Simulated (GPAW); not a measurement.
Wanted: an ASE script for a GPAW 26.7.0 run.

* Task: band structure
* Functional: vdW-DF-cx
* Potentials or basis: GPAW PAW data sets (gpaw-data 1.2.1)
* Cutoff: 600 eV
* Basis: pw
* k mesh: 5 × 5 × 3
* Occupations: fermi-dirac, width 0.05 eV
* Spin: spin-orbit coupling, no magnetisation
* Maxiter: 150
* Band path: GMKGALHA,LM,KH
* Band points: 60
* spin axis theta (degrees): 0
* spin axis phi (degrees): 0
* Soc after scf: second variation

The structure of BaH2 lies in POSCAR:

```
BaH2
1.0
    4.4620250523      0.0000000000      0.0000000000
   -2.2310125262      3.8642270477      0.0000000000
    0.0000000000      0.0000000000      6.0552925900
Ba H
2 4
Direct
    0.3333333333      0.6666666667      0.2500000000
    0.6666666667      0.3333333333      0.7500000000
    0.0000000000      0.0000000000      0.0000000000
    0.0000000000      0.0000000000      0.5000000000
    0.6666666667      0.3333333333      0.2500000000
    0.3333333333      0.6666666667      0.7500000000
```

The cell comes from a database or a generator and needn't be the stable form of this composition.

The input as run:

run.py

```python
import numpy as np
from ase.dft.bandgap import bandgap
from ase.io import read, write
from gpaw import GPAW, PW
from gpaw.spinorbit import soc_eigenstates

atoms = read('POSCAR')

calc = GPAW(mode=PW(600),
            xc={'name': 'vdW-DF-cx', 'backend': 'libvdwxc'},
            kpts={'size': (5, 5, 3), 'gamma': True},
            occupations={'name': 'fermi-dirac', 'width': 0.05},
            nbands=25,
            convergence={'density': 1e-05, 'energy': 1e-05},
            maxiter=150,
            txt='gpaw.txt')
atoms.calc = calc
energy = atoms.get_potential_energy()
forces = atoms.get_forces()
calc.write('gs.gpw')
write('result.traj', atoms)
print(f'Energy: {energy:.6f} eV')
print('Forces (eV/A):')
print(forces.round(4))
print('Fermi level:', round(calc.get_fermi_level(), 4), 'eV')
print(f'Gap: {bandgap(calc)[0]:.4f} eV, direct: {bandgap(calc, direct=True)[0]:.4f} eV')

path = atoms.cell.bandpath('GMKGALHA,LM,KH', npoints=60, eps=1e-4)
bs_calc = calc.fixed_density(kpts=path, symmetry='off', nbands=44,
                             convergence={'bands': 'CBM+6.0', 'eigenstates': 1e-6}, txt='bands.txt')
bs = bs_calc.band_structure()
bs.write('bs.json')
print(f'Gap on the path: {bandgap(bs_calc)[0]:.4f} eV')

soc = soc_eigenstates(bs_calc, theta=0, phi=0)
np.savetxt('soc_bands.dat', soc.eigenvalues(), fmt='%.4f')
mesh = soc_eigenstates('gs.gpw', theta=0, phi=0)
np.savetxt('soc_mesh.dat', mesh.eigenvalues(), fmt='%.4f')
print('Fermi level with spin-orbit coupling:', round(mesh.fermi_level, 4), 'eV')
```

Potentials or basis: GPAW PAW data sets (gpaw-data 1.2.1), pw.

Run with:

```console
$ OMP_NUM_THREADS=1 python run.py
```

It gave:

```json
{
 "Band gap along the path": "1.66 eV, indirect (least direct gap 2.68 eV)"
}
```

Caveat: spin-orbit coupling was added after a scalar SCF, so levels and gaps hold it while energy, forces, pressure and moments don't; this program's spin-orbit splittings come out too wide for heavy elements; the PAW data sets were made with another functional, which shifts forces and pressure a little.

Wall time 95 s on 1 thread of AMD EPYC 7B13 (Zen 3), with other jobs on the host, peak memory 0.48 GiB.
